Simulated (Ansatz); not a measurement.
## TiAl3: pressure against volume

TiAl3, I4/mmm, a = 3.824 Å, c = 8.564 Å. Ansatz: r2SCAN, PAW, 500 eV, Γ-centred 16×16×16 mesh on 4 atoms, Gaussian smearing 0.10 eV; no spin polarisation. Shape and atoms are relaxed at each volume; pressure is positive in compression.

```
V (Å³/atom) P (GPa)
     13.775        ?
     14.245    13.05
     14.714     8.02
     15.184     3.68
     15.654    -0.04
     16.123    -3.25
     16.593    -6.00
     17.219    -9.08
```

**Question.** Take V0 = 15.654 Å³/atom, count pressures from its P0 = -0.04 GPa, fit the third-order Birch–Murnaghan form to the other rows, and predict the missing pressure.

**Answer.** With the Eulerian strain f = ½[(V0/V)^(2/3) − 1] and y = (P − P0)/[3f(1 + 2f)^(5/2)], the form is the line y = B0 + 1.5 B0 (B0′ − 4) f. Rows (f, y): 0.03245, 114.9; 0.02107, 115.0; 0.01027, 114.8; -0.00974, 115.4; -0.01905, 114.9; -0.03077, 114.8. Means f = 0.0007050, y = 114.97; Σ(Δf)² = 0.003004, ΣΔfΔy = -0.0009950; the slope is their ratio. y = 115.0 − 0.3312 f GPa, so B0 = 115.0 GPa and B0′ = 4 + 2 × (-0.3312)/(3 × 115.0) = 4.00. At V = 13.775, f = 0.04449, y = 114.99 and P = 18.95 GPa. The run gave 18.91 GPa, so the fit is 0.04 GPa too high, a small miss on the scale of the series.